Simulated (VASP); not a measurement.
# Ge: molecular dynamics at constant energy

Ge, Cmmm (no. 65), 16 atoms in the cell. PBE, molecular dynamics; PAW potentials Ge (PBE set).

Ensemble: NVE; Starting temperature (K): 1600.

## Input

INCAR:
```
SYSTEM = Ge
ALGO     = Fast           ! electronic algorithm
EDIFF    = 1E-6           ! SCF threshold, eV
ENCUT    = 200            ! plane-wave cutoff, eV
GGA      = PE             ! functional
IBRION   = 0              ! ionic algorithm
ISIF     = 2              ! what is computed and relaxed
ISMEAR   = -1             ! smearing method
ISYM     = 0            
KPAR     = 2            
LASPH    = .True.         ! aspherical terms in the spheres
LCHARG   = .False.        ! write CHGCAR
LREAL    = Auto         
LWAVE    = .False.        ! write WAVECAR
MDALGO   = 2            
NELM     = 60             ! most SCF steps
NELMIN   = 4            
NSW      = 60             ! ionic steps
POTIM    = 3.0            ! step
PREC     = Normal         ! precision mode
RANDOM_SEED= 52440 0 0    
SIGMA    = 0.069          ! smearing width, eV
SMASS    = -3           
TEBEG    = 1600          
```

KPOINTS:
```
k-points
0
Monkhorst-Pack
  2 2 2
```

POSCAR:
```
Ge
1.0
    5.5885960000      0.0000000000      0.0000000000
    0.0000000000     10.4020640000      0.0000000000
    0.0000000000      0.0000000000      5.3964620000
Ge
16
Direct
    0.2500000000      0.0000000000      0.0000000000
    0.2500000000      0.0000000000      0.5000000000
    0.2500000000      0.5000000000      0.0000000000
    0.2500000000      0.5000000000      0.5000000000
    0.7500000000      0.0000000000      0.0000000000
    0.7500000000      0.0000000000      0.5000000000
    0.7500000000      0.5000000000      0.0000000000
    0.7500000000      0.5000000000      0.5000000000
    0.0000000000      0.2500000000      0.0000000000
    0.0000000000      0.2500000000      0.5000000000
    0.0000000000      0.7500000000      0.0000000000
    0.0000000000      0.7500000000      0.5000000000
    0.5000000000      0.2500000000      0.0000000000
    0.5000000000      0.2500000000      0.5000000000
    0.5000000000      0.7500000000      0.0000000000
    0.5000000000      0.7500000000      0.5000000000
```

Commands:
```
cat potpaw_PBE.64/Ge/POTCAR > POTCAR
mpirun -np 2 vasp_std > vasp.out
```

## Result

- Rise of the mean potential energy above the start (meV/atom): 83.7
- Mean temperature (K): 910
- Standard error of the mean temperature (K): 109
- Relative fluctuation of the kinetic energy: 0.293
- Canonical value of that fluctuation: 0.211
- Electronic steps per ionic step after the first: 5.3

Course of the run:

| Time (fs) | Temperature (K) | Potential energy less the first (meV/atom) |
|---|---|---|
| 3 | 1600 | 0.0 |
| 18 | 1357 | 29.5 |
| 30 | 933 | 80.9 |
| 45 | 548 | 127.7 |
| 57 | 589 | 122.8 |
| 72 | 904 | 84.5 |
| 84 | 1092 | 61.6 |
| 99 | 1084 | 62.7 |
| 111 | 923 | 82.2 |
| 126 | 695 | 109.9 |
| 138 | 647 | 115.7 |
| 153 | 792 | 98.1 |
| 165 | 899 | 85.1 |
| 180 | 898 | 85.2 |

The mean temperature lies below the starting 1600 K, since the atoms start on their sites and part of their kinetic energy turns into potential energy.

REPORT:
```
MDALGO =   2
               SCALING =       0
                 CNEXP =     9.000   14.000
           RANDOM_SEED =             52440                0                0

   original number of atomic DOF:         45
   number of independent constraints:      0
   number of active DOF:                  45

========================================
         MD step No.       1
========================================

  Atomic velocities initialized by STEP_tb

  >Energies
                    E_tot             E_pot             E_kin               EPS                ES
   e_b>   -0.66071309E+02   -0.69173568E+02    0.31022591E+01    0.00000000E+00    0.00000000E+00

  >Temperature
               T_sim     T_inst
   tmprt>   1600.000   1600.000

  >Thermostat:
           s(n+1) sdot(n+1)      s(n)   sdot(n)        Qs
   s_b>   0.00000   0.00000   0.00000   0.00000  -3.00000

           RANDOM_SEED =             52440               96                0

[... steps left out ...]

========================================
         MD step No.      60
========================================

  >Energies
                    E_tot             E_pot             E_kin               EPS                ES
   e_b>   -0.66068926E+02   -0.67810273E+02    0.17413468E+01    0.00000000E+00    0.00000000E+00

  >Temperature
               T_sim     T_inst
   tmprt>   1600.000    898.105

  >Thermostat:
           s(n+1) sdot(n+1)      s(n)   sdot(n)        Qs
   s_b>   0.00000   0.00000   0.00000   0.00000  -3.00000

           RANDOM_SEED =             52440               96                0
```

OSZICAR:
```
N       E                     dE             d eps       ncg     rms          rms(c)
DAV:   1     0.108944293053E+03    0.10894E+03   -0.13420E+04   328   0.596E+02
DAV:   2    -0.588285141545E+02   -0.16777E+03   -0.16094E+03   405   0.127E+02
DAV:   3    -0.691467786039E+02   -0.10318E+02   -0.99199E+01   408   0.317E+01
DAV:   4    -0.693226043375E+02   -0.17583E+00   -0.17464E+00   384   0.420E+00
DAV:   5    -0.693260398143E+02   -0.34355E-02   -0.34320E-02   416   0.439E-01    0.530E+00
RMM:   6    -0.692260189885E+02    0.10002E+00   -0.46174E-02   328   0.774E-01    0.316E+00
RMM:   7    -0.691725097803E+02    0.53509E-01   -0.11363E-01   328   0.121E+00    0.208E-01
RMM:   8    -0.691733869173E+02   -0.87714E-03   -0.88945E-03   332   0.364E-01    0.419E-02
RMM:   9    -0.691735526497E+02   -0.16573E-03   -0.15884E-03   337   0.101E-01    0.277E-02
RMM:  10    -0.691735554625E+02   -0.28128E-05   -0.17264E-04   333   0.386E-02    0.141E-02
RMM:  11    -0.691735683469E+02   -0.12884E-04   -0.52224E-05   340   0.173E-02    0.317E-03
RMM:  12    -0.691735679578E+02    0.38910E-06   -0.97059E-06   257   0.744E-03
[... left out ...]
     59 T=   908. E= -.66069113E+02 F= -.67830326E+02 E0= -.67760321E+02  EK= 0.17612E+01 SP= 0.00E+00 SK= 0.00E+00
[... last step whole ...]
       N       E                     dE             d eps       ncg     rms          rms(c)
DAV:   1    -0.678101186538E+02    0.20207E-01   -0.13090E-02   622   0.163E+00    0.641E-03
RMM:   2    -0.678102509708E+02   -0.13232E-03   -0.12799E-03   328   0.994E-02    0.328E-03
RMM:   3    -0.678102699023E+02   -0.18931E-04   -0.17413E-04   342   0.333E-02    0.252E-03
RMM:   4    -0.678102724371E+02   -0.25349E-05   -0.26432E-05   310   0.129E-02    0.172E-03
RMM:   5    -0.678102728350E+02   -0.39785E-06   -0.55605E-06   226   0.585E-03
     60 T=   898. E= -.66068926E+02 F= -.67810273E+02 E0= -.67740275E+02  EK= 0.17413E+01 SP= 0.00E+00 SK= 0.00E+00
```

Limits: 180 fs of 16 atoms are too short for converged averages; the cell is only 5.4 Å across, so each atom moves in step with near copies of itself.

VASP 6.6.1 took 344 s on 2 cores (Intel Xeon Platinum 8375C @ 2.90GHz (Ice Lake)), a shared host.
